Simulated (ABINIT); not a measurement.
Write the native input for ABINIT 10.8.3 (patched build) that does the following.

* Task: single point
* Functional: PBE
* Potentials or basis: SG15 NC PBE v1.2
* Cutoff: 599 eV
* k mesh: 8 × 8 × 4
* Occupations: fermi-dirac, width 0.05 eV
* Spin: no spin polarisation

The system is Ge.

```
CELL_PARAMETERS angstrom
3.99759 0.00000 0.00000
-1.99879 3.46201 0.00000
0.00000 0.00000 6.59938
ATOMIC_POSITIONS crystal
Ge 0.33333 0.66667 0.93710
Ge 0.66667 0.33333 0.43710
Ge 0.33333 0.66667 0.56290
Ge 0.66667 0.33333 0.06290
```

This isn't the form of Ge at room conditions, which is diamond.

One way to write it, as run:

run.abi

```
# Pseudopotentials
pp_dirpath "./"
pseudos "Ge_ONCV_PBE-1.2.upf"

# Structure
acell 3*1.0 Angstrom
rprim
     3.9975858431     0.0000000000     0.0000000000
    -1.9987929216     3.4620108940     0.0000000000
     0.0000000000     0.0000000000     6.5993779500
ntypat 1
znucl 32
natom 4
typat 1 1 1 1
xred
     0.3333333333     0.6666666667     0.9370987500
     0.6666666667     0.3333333333     0.4370987500
     0.3333333333     0.6666666667     0.5629012500
     0.6666666667     0.3333333333     0.0629012500

# Plane-wave basis
ecut 22.0

# k points
kptopt 1
ngkpt 8 8 4
nshiftk 1
shiftk 0.0 0.0 0.0

# Exchange and correlation
ixc 11

# Bands and occupations
nband 34
occopt 3
tsmear 0.05 eV

# SCF cycle
nstep 100
tolvrs 1.0e-10

# Output
iomode 3
prtwf 0
prteig 0
prtebands 0
enunit 2
prtden 1
prtvha 1
prtvclmb 1
prtpot 1
prtelf 1
```

Potentials or basis: SG15 NC PBE v1.2.

Run with:

```bash
$ abinit run.abi > log 2>&1
```

It gave:

```yaml
Pressure: 3.2 GPa
Largest_force: 0.037 eV/Å
Band_gap_on_the_k_mesh: 0.11 eV, direct
Valence_electrons_inside_the_program's_atomic_spheres: Ge 11.52 (radii [1.0584] Å)
```

Wall time 85 s on 1 thread of Arm Neoverse V2 (shared host), peak memory 0.11 GiB.
